## A zero that is no equilibrium

At a cutoff of 66 Ry the calculated pressure of this carbon crystal is −0.30 GPa. Read on its own, the number says that the cell has almost exactly its equilibrium volume. Yet the same atoms in the same cell give +3.45 GPa at 98 and at 123 Ry. At this level of theory the cell is slightly compressed and would expand if it were free to do so.

Quantum ESPRESSO 7.5 calculations with PBE and PseudoDojo 0.4 stringent scalar-relativistic pseudopotentials for hexagonal diamond in a fixed four-atom cell, without spin polarisation. All rows use a 12×12×7 k mesh and Fermi-Dirac smearing of 0.1 eV. The sweep value is the plane-wave cutoff in Ry; energies are free energies, and energies and forces are compared with the 123 Ry row.

```
sweep density cutoff (eV)  sweep value  energy less tightest (meV/atom)  pressure (GPa)  gap (eV)  force miss (eV/Å)
                     1796           33                           1283.4          -66.52     3.382              0.008
                     2231           41                            490.5          -35.52     3.379              0.018
                     2667           49                            189.7          -17.19     3.412              0.001
                     3102           57                             71.9           -6.93     3.413              0.003
                     3592           66                             18.9           -0.30     3.433              0.001
                     4027           74                              3.5            2.46     3.435              0.000
                     4463           82                              0.6            3.24     3.435              0.000
                     5333           98                              0.1            3.45     3.435              0.000
                     6694          123                              0.0            3.45     3.435              0.000
```

The crystal is hexagonal diamond, in which each atom is bonded to four neighbours. The sweep value is the plane-wave cutoff in Ry, the highest kinetic energy among the waves from which the orbitals are built. The sweep density cutoff is four times as high, printed in eV, and rises with it. The columns "energy less tightest" and "force miss" are both measured against the row at 123 Ry; the second is the largest deviation of any force component, not the force itself.

Nothing physical changes down the table. The pressure nevertheless climbs from −66.52 to +3.45 GPa, so the apparent tension at the top comes from the numerical description of the electrons and not from the crystal.

## A ruler that stretches with the object

In a periodic cell only those waves are allowed that fit into it. If the cell is stretched while the set of waves is kept, every wave is stretched too. The shortest waves become longer, and the set can no longer draw the steepest parts of the orbitals as sharply as before. The calculated energy therefore contains a penalty for stretching that has nothing to do with chemical bonds.

The usual stress formula asks how the energy changes when the cell and its waves are stretched together. It cannot tell the loss of resolution from a real resistance of the material. Stretching seems to cost too much energy, so the cell seems to pull inwards, and the pressure comes out too low. This false tension is known as Pulay stress.

The sign follows from the variational principle: for one and the same energy expression, adding waves can only lower the calculated energy, and stretching a fixed set acts like taking the highest waves away. The energy column shows the same direction, with a fall at every step. The false tension dies out when the highest waves contribute so little that a small loss of resolution no longer matters.

## From the energy column to the pressure error

Let E be the energy per atom, V the volume per atom and K the cutoff. Wavelengths grow as V^(1/3), and the kinetic energy of a wave goes as the inverse square of its wavelength. With a fixed set of waves the effective cutoff therefore varies as V^(−2/3): a cell stretched by 3 % in volume behaves as if its cutoff had dropped by 2 %.

Pressure is minus the slope of the energy with volume. Along the path on which the effective cutoff changes too, the chain rule gives

P(stress) = P(fixed cutoff) + (2 / 3V) · dE/d ln K

The first term on the right is the pressure that would follow from energies at neighbouring volumes, all calculated with the same cutoff. The second is the Pulay stress, which is negative because E falls as K rises.

One approximation turns this relation into an estimate: the pressure at fixed cutoff is taken to be already close to its converged value. The argument for it is that most of the basis error arises near the nuclei, where the orbitals are steepest. That region changes little when the cell is stretched slightly, so the error in energy is large but nearly the same at neighbouring volumes. The whole pressure error should then be readable from the energy column.

## One interval in full: 57 to 66 Ry

Between these two cutoffs the energy falls by 71.9 − 18.9 = 53.0 meV per atom. The logarithm of the cutoff rises by ln(66/57) = 0.147, so the slope is 0.0530/0.147 = 0.361 eV per atom. Multiplied by 2/(3 × 5.67 Å³), this becomes 0.0425 eV/Å³. Since 1 eV/Å³ is about 160 GPa, the energies predict a pressure that is too low by 6.8 GPa.

The pressure column gives an independent value to compare. Relative to 3.45 GPa, the pressure is too low by 10.38 GPa at 57 Ry and by 3.75 GPa at 66 Ry, which makes 7.1 GPa on average. The estimate has no adjustable constant, and it agrees to within about 4 %.

The false zero can now be repaired. The next interval, from 66 to 74 Ry, gives an estimate of 2.5 GPa in the same way. The geometric mean of the two neighbouring estimates, a sensible choice for a quantity that falls steeply, is 4.2 GPa at 66 Ry. Added to −0.30 GPa it yields 3.9 GPa, close to the converged 3.45 GPa and with the right sign.

## Where the estimate holds and where it breaks

For the five intervals between 41 and 82 Ry, the mean pressure error lies between 0.93 and 1.13 times the estimate from the energies. Over these intervals the mean error itself shrinks from 30 to 0.6 GPa. An explanation that follows such a fiftyfold fall, with the right size throughout, has strong support. From 82 to 98 Ry the mean of the two end errors, about 0.1 GPa, is twice the estimate. The likely reason is that the error dies out early in this wide interval, so that the mean of its ends overstates the average across it. Above 98 Ry the remaining changes are too close to the last printed digit for a useful comparison.

The lowest interval, from 33 to 41 Ry, behaves less well: the mean pressure error is only 0.79 times the estimate. The repaired pressure at 41 Ry accordingly overshoots to 11 GPa. The likely reason is that the basis is now so coarse that its energy error depends on volume even at a fixed cutoff, which is just what the approximation neglects. The table has a single volume, so this reading remains untested.

## Why 49 Ry passes the force test

The row at 49 Ry shows how selective the failure is. Its force miss is 0.001 eV/Å, well inside a bound of 0.005 eV/Å, and its gap is only 0.02 eV below that of the tightest row. The pressure of the same calculation is too low by 21 GPa. Good forces are thus no evidence for a good stress.

The difference lies in what is moved. A force asks how the energy changes when an atom is displaced inside a fixed cell. Plane waves belong to the cell and not to the atoms, so the basis stays exactly as it was, and no Pulay term arises. The error near a nucleus largely travels with the atom and drops out of the derivative.

The gap can profit from a cancellation of another kind. It is the difference between two orbital energies from one calculation, so any part of the basis error that shifts both alike disappears. How large that part is here can't be read from the table, which lists no orbital energies. Agreement with the tightest row is convergence in the cutoff only; the general tendency of PBE to give too small a gap is untouched by it.

The force test also has two weaknesses here. Symmetry allows each atom a force along the hexagonal axis only, so just one independent number is tested. Moreover, the force miss rises from 33 to 41 Ry and again from 49 to 57 Ry, so a small value in one row doesn't guarantee a smaller one in the next. From 49 Ry upwards, however, every row stays within the bound.

## Why the pressure converges after the energy

At 82 Ry the energy is within 0.6 meV per atom of the tightest value and so passes a bound of 1 meV per atom. Spread over the volume of an atom, this energy corresponds to 0.6 meV/5.67 Å³, or about 0.02 GPa. The actual pressure error is 3.45 − 3.24 = 0.21 GPa, some ten times more.

The reason is that the pressure error follows the slope of the energy curve and not its height. From 74 to 82 Ry the cutoff rises by about 11 %, while the energy error drops from 3.5 to 0.6 meV per atom. A curve that falls so steeply has a large slope even where little height is left. A bound on the energy that looks strict can therefore be too lenient for the stress.

## What the false tension does to a cell

In a calculation that lets the cell change, the stress decides which way it moves. At 66 Ry the nearly vanishing pressure would leave the volume almost as it is, whereas the converged pressure would make it grow. The size of the mistake can be judged with the bulk modulus of diamond, roughly 430 GPa as a recalled value. Dividing the pressure error of 3.75 GPa by it gives a volume that is too small by about 0.9 %.

At 49 Ry the same linear estimate gives about 5 %. For a density or a lattice constant that is a serious error, and it would come from a setting that had passed the force test.

## Recognising the failure and curing it

The plainest sign is a pressure that keeps rising with the cutoff while the cell stands still. A near-zero pressure at one cutoff proves little, because a real compression and a false tension may cancel, as they do at 66 Ry. Two energies at neighbouring cutoffs already reveal the danger. If the energy still falls noticeably between them, the formula above turns the fall into a pressure error in GPa.

The same formula shows what makes the error large: an energy that still falls steeply with the cutoff, and a small volume per atom. Hexagonal diamond is unfavourable on the second count, since each of its atoms takes up little space. The same energy slope in a crystal with twice the volume per atom would cause half the pressure error.

Three cures follow from this. The direct one is a higher cutoff; of the values tried here, 98 Ry is the lowest that brings the pressure within 0.1 GPa of the tightest row. The second is to calculate energies at several volumes with one fixed cutoff and to take the pressure from their slope, which avoids the stretched set of waves altogether. It still needs a cutoff at which the basis error hardly depends on the volume.

The third is the correction from the energy column. It reduces the pressure error in each of the five rows from 41 to 74 Ry, and from 49 Ry upwards it leaves less than 1 GPa. That is enough to expose a false equilibrium, but for a pressure good to 0.1 GPa the higher cutoff is still needed.
